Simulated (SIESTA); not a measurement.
Crystal: V.

```
CELL_PARAMETERS angstrom
-1.51435 1.51435 1.51435
1.51435 -1.51435 1.51435
1.51435 1.51435 -1.51435
ATOMIC_POSITIONS crystal
V 0.00000 0.00000 0.00000
```

Base run:

- Program: SIESTA 5.4.2
- Functional: vdW-DF-cx
- Potentials or basis: PseudoDojo 0.4 standard (PBE files)
- Basis: DZP (energy shift 0.003 Ry; two zetas on semicore shells)
- Grid cutoff: 800 Ry
- Energy shift: 0.003 Ry
- k mesh: 12 × 12 × 12
- Occupations: fermi-dirac, width 0.05 eV
- Spin: collinear spin, ferromagnetic start
- Starting moments: [2.0] μB

Its results: band gap on the k mesh none (metal or under the smearing width); pressure -10.9 GPa; net moment 0.00 μB per cell.

The run is repeated on the same cell with these changes: functional from vdW-DF-cx to RPBE. What comes out?

Band gap on the k mesh none (metal or under the smearing width); pressure -1.1 GPa; net moment 0.00 μB per cell.

Caveats: the potentials were made for another functional, which shifts forces and pressure; the basis of atomic orbitals isn't converged, which shifts pressures, moduli and gaps.
